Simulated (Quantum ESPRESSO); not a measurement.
**GaP: changing the pressure**

The cell as given:

It takes space group F-43m (No. 216, cubic). The conventional cell has a = 5.451 Å, b = 5.451 Å, c = 5.451 Å, α = 90.00°, β = 90.00°, γ = 90.00°. Ga (site symmetry -43m) is surrounded by 4 P at 2.36 Å. P (site symmetry -43m) is surrounded by 4 Ga at 2.36 Å.

Kept alike: task relaxation of cell and atoms; functional PBE; k mesh 8 × 8 × 8; occupations fermi-dirac, width 0.05 eV; no spin polarisation. Program: Quantum ESPRESSO, SSSP 1.3 efficiency PBE, cutoff 1088 eV. The mesh is that of the run's cell of 2 atoms. No spin-orbit coupling.

```csv
"pressure, P (GPa)",band gap (eV),volume (Å³/atom)
0,1.580,20.866
2,1.652,20.363
5,1.599,19.711
```

Gaps hold for each row's own relaxed cell. The relaxations keep at least the cell's symmetry (F-43m). The runs follow the start's structure, whether or not it is the stable one at these pressures. P is the pressure aimed at, which the runs meet within some hundredths to tenths of a GPa. A gap read on the mesh alone can miss an edge between its points.

Task: What does the pressure change here?

Result: The band gap runs from 1.580 (0) to 1.652 eV (2). The volume falls from 20.866 to 19.711 Å³/atom between 0 and 5 GPa.
